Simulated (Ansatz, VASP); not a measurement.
## One calculation of LiH, two programs

File INCAR:

```
ALGO = Normal ; EDIFF = 1E-7
ENCUT = 520 ; GGA = PS
ISIF = 2 ; ISMEAR = 0
LASPH = True ; LCHARG = False
LREAL = False ; LWAVE = False
NBANDS = 9 ; NELM = 100
PREC = Accurate ; SIGMA = 0.05
```

File KPOINTS:

```
k-points
0
Gamma
  10 10 10
```

The input POSCAR:

```
LiH
1.0
    0.0000000000      1.9512000000      2.1138000000
    1.9512000000      0.0000000000      2.1138000000
    1.9512000000      1.9512000000      0.0000000000
Li H
1 1
Direct
    0.0000000000      0.0000000000      0.0000000000
    0.5000000000      0.5000000000      0.5000000000
```

Input for Ansatz:

```yaml
crystal:
  lattice:
    - [0.0, 1.9512, 2.1138]
    - [1.9512, 0.0, 2.1138]
    - [1.9512, 1.9512, 0.0]
  atoms:
    - { symbol: Li, position: [0.0, 0.0, 0.0] }
    - { symbol: H, position: [0.5, 0.5, 0.5] }
basis:
  ecutwfc: 420
kpoints:
  mp_grid: { grid: [10, 10, 10] }
hamiltonian:
  xc: pbesol
scf:
  occupations: { method: gaussian, width: 0.05 }
output:
  forces: true
  stress: true
  eigenvalues: true
```

Change from the starting cell: strain -0.040 along x and y, +0.040 along z, atoms carried along.

Alike in both runs: task single point; functional PBEsol; k mesh 10 × 10 × 10; occupations gaussian, width 0.05 eV; no spin polarisation.

|  | VASP | Ansatz |
| --- | --- | --- |
| version | VASP 6.6.1 | Ansatz 0.2.0 |
| potentials or method | VASP PAW PBE potentials, release 64 (Li_sv, H) | scalar-relativistic, plane waves, PAW |
| plane-wave cutoff (eV) | 520 | 420 |
| valence electrons in the cell | 4 | 4 |

```csv
,VASP,Ansatz,Ansatz less VASP
gap on the k mesh at the Fermi level (eV),1.87,1.87,+0.001
least direct gap on the mesh (eV),2.51,2.51,+0.005
```

The functional is the same, so the differences come from potentials, cutoffs and numerics.

 A k mesh can miss the band edges.
